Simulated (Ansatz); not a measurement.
Crystal: WS2, a slab with vacuum.

```xyz
9
Lattice="3.1830 0.0000 0.0000 -1.5915 2.7565 0.0000 0.0000 0.0000 28.5322" Properties=species:S:1:pos:R:3 pbc="T T T"
W     1.5915    0.9188   12.3933
W     1.5915    0.9188   25.2662
W     0.0000    0.0000   18.8109
S     1.5915    0.9188   17.2513
S     0.0000    0.0000   10.8340
S     0.0000    0.0000   23.7059
S     1.5915    0.9188   20.3706
S     0.0000    0.0000   13.9531
S     0.0000    0.0000   26.8256
```

Base run:

```yaml
Program: Ansatz 0.2.0
Functional: PBEsol
Potentials_or_basis: Ansatz PAW
Cutoff: 420 eV
Density_cutoff: 1680 eV
k_mesh: 10 × 10 × 1
Occupations: fermi-dirac, width 0.05 eV
Spin: no spin polarisation
```

Its results: band gap on the k mesh 1.43 eV, indirect (least direct gap 2.10 eV); largest force 0.122 eV/Å.

**Question.** The run is repeated on the same cell with these changes: functional from PBEsol to r2SCAN; cutoff from 420 eV to 500 eV; density cutoff from 1680 eV to 2000 eV. What comes out?

**Answer.** Band gap on the k mesh 1.59 eV, indirect (least direct gap 2.24 eV); largest force 0.036 eV/Å.

r2SCAN gives the wider gap, since meta-GGAs in the generalised Kohn-Sham scheme recover part of the derivative discontinuity.

Caveats: the k mesh misses the band edges, so the gap on the mesh is wider than the one along the path; spin-orbit coupling is left out, which moves the levels of the heavy elements; the PAW data sets come from PBE, with cores solved anew for the run's functional, which leaves a small shift of forces and pressure.

Not every run made on this cell is shown here.
